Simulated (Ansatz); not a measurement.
Spin–orbit splittings in Pd

```yaml
crystal:
  lattice:
    - [0.00000, 1.94490, 1.94490]
    - [1.94490, 0.00000, 1.94490]
    - [1.94490, 1.94490, 0.00000]
  atoms:
    - { symbol: Pd, position: [0.00000, 0.00000, 0.00000] }
```

The cell comes from COD entry 9008478, which wasn't checked; take it as a given geometry.

Spin polarisation is left out, and whether a magnetic state lies lower isn't shown here.

All numbers are computed: DFT, PBE, all-electron LAPW, scalar-relativistic (Ansatz 0.2.0); DFT, PBE, all-electron LAPW, Dirac equation with spin-orbit coupling (Ansatz 0.2.0).

Sampling and basis: a Γ-centred 18×18×18 k mesh, Fermi–Dirac smearing of 0.05 eV, basis error target 0.25 meV/atom, no spin polarisation.

Levels between -8 and 5 eV, each run counted from its own valence-band top where it has a gap, else its Fermi level. Scalar levels are listed once for both spins; with the coupling every spinor state is counted. Levels near the edges of the range can cross them.

(1) At Γ (0.000, 0.000, 0.000) the scalar-relativistic levels are -7.18, -2.86 (×3), -1.24 (×2). What are they with spin–orbit coupling?

(2) At X (0.500, 0.000, 0.500) the scalar-relativistic levels are -5.43, -5.14, -0.06, 0.29 (×2), 3.34. What are they with spin–orbit coupling?

Answers

(1) -7.19 (×2), -3.00 (×4), -2.69 (×2), -1.22 (×4).

(2) -5.45 (×2), -5.16 (×2), -0.12 (×2), 0.16 (×2), 0.45 (×2), 3.30 (×2).
